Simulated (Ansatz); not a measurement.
Starting structure of a cell relaxation (symmetry kept):

Space group P6_3/mmc (No. 194). a = 3.497 Å, b = 3.497 Å, c = 13.702 Å, α = 90.00°, β = 90.00°, γ = 120.00°
| atom | site | symmetry | x | y | z |
| --- | --- | --- | --- | --- | --- |
| Te | 4f | 3m. | 0.3333 | 0.6667 | 0.1172 |
| Mo | 2d | -6m2 | 0.3333 | 0.6667 | 0.7500 |

Theory: Ansatz, DFT PBEsol, scalar-relativistic, plane waves, PAW.

Cutoff 420 eV; k points 9×9×2 on the computed 6-atom cell (Γ-centred); Gaussian smearing, width 0.02 eV; no spin polarisation.

Task: What does it relax to?

Result: The volume rises by 0.50 Å³/atom to 24.69 Å³/atom, and the energy falls by 2.9 meV/atom. Final structure:
```cif
data_structure
_symmetry_space_group_name_H-M 'P 1'
_symmetry_Int_Tables_number 1
_cell_length_a 3.4941
_cell_length_b 3.4941
_cell_length_c 14.0085
_cell_angle_alpha 90.000
_cell_angle_beta 90.000
_cell_angle_gamma 120.000
_cell_volume 148.12
loop_
_atom_site_label
_atom_site_type_symbol
_atom_site_fract_x
_atom_site_fract_y
_atom_site_fract_z
_atom_site_occupancy
Te1 Te 0.33333 0.66667 0.12119 1
Te2 Te 0.66667 0.33333 0.62105 1
Te3 Te 0.66667 0.33333 0.87881 1
Te4 Te 0.33333 0.66667 0.37895 1
Mo1 Mo 0.33333 0.66667 0.74993 1
Mo2 Mo 0.66667 0.33333 0.25007 1
```

Cost: 1 run of about 0.63 core-minutes, on Intel Xeon 6975P-C (Granite Rapids) (shared hosts).